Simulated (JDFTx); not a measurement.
The system is WS2 (Tungstenite).

```
W S
1.0
     3.18000    0.00000    0.00000
    -1.59000    2.75396    0.00000
     0.00000    0.00000   12.50000
W S
2 4
Direct
  0.66667 0.33333 0.75000
  0.33333 0.66667 0.25000
  0.66667 0.33333 0.37500
  0.33333 0.66667 0.87500
  0.66667 0.33333 0.12500
  0.33333 0.66667 0.62500
```

| Item | Value |
| --- | --- |
| Program | JDFTx 1.7.0 (patched build) |
| Task | relaxation of cell and atoms |
| Functional | PBEsol |
| Potentials or basis | PseudoDojo-SR-PBEsol-0.4.1-standard with smoothed tails |
| Cutoff | 1007 eV |
| Density cutoff | 8055 eV |
| k mesh | 5 × 5 × 2 |
| Occupations | fermi-dirac, width 0.05 eV |
| Spin | no spin polarisation |

At the start: pressure -2.7 GPa; volume 18.24 Å³/atom.

**Question.** Where does the relaxation end?

**Answer.** Over 18 steps the energy falls by 4.1 meV/atom and the volume is 18.05 Å³/atom (-1.1 %); space group P6_3/mmc (No. 194, to 0.05 Å).

The path:
```csv
step,energy change (eV),largest force (eV/Å),pressure (GPa),volume (Å³)
1,0.0000,0.1512,-2.71,109.47
2,-0.0057,0.0863,-2.17,109.20
3,-0.0157,0.0360,-0.95,108.50
4,-0.0206,0.0588,-0.34,108.01
5,-0.0237,0.0531,0.40,107.32
6,-0.0238,0.0386,0.11,107.29
7,-0.0241,0.0332,0.00,107.43
8,-0.0242,0.0357,-0.15,107.62
9,-0.0244,0.0017,-0.02,107.75
10,-0.0245,0.0017,0.00,107.75
11,-0.0245,0.0140,-0.02,107.79
12,-0.0246,0.0292,0.04,108.08
13,-0.0246,0.0296,0.03,108.08
14,-0.0247,0.0225,0.06,108.08
15,-0.0248,0.0095,0.07,108.14
16,-0.0248,0.0096,0.00,108.21
17,-0.0249,0.0039,0.00,108.25
18,-0.0249,0.0023,0.00,108.28
```

Final structure:
```xyz
6
Lattice="3.1467 0.0000 0.0000 -1.5734 2.7252 0.0000 0.0000 0.0000 12.6267" Properties=species:S:1:pos:R:3 pbc="T T T"
W     1.5734    0.9084    9.4700
W     0.0000    1.8168    3.1567
S     1.5734    0.9084    4.7240
S     0.0000    1.8168   11.0374
S     1.5734    0.9084    1.5893
S     0.0000    1.8168    7.9027
```

Caveat: the k mesh is coarse (spacing up to 0.46 Å⁻¹), so the values aren't converged; this functional lacks dispersion, which binds the layers, so the pressure and a relaxed spacing across them are unreliable.
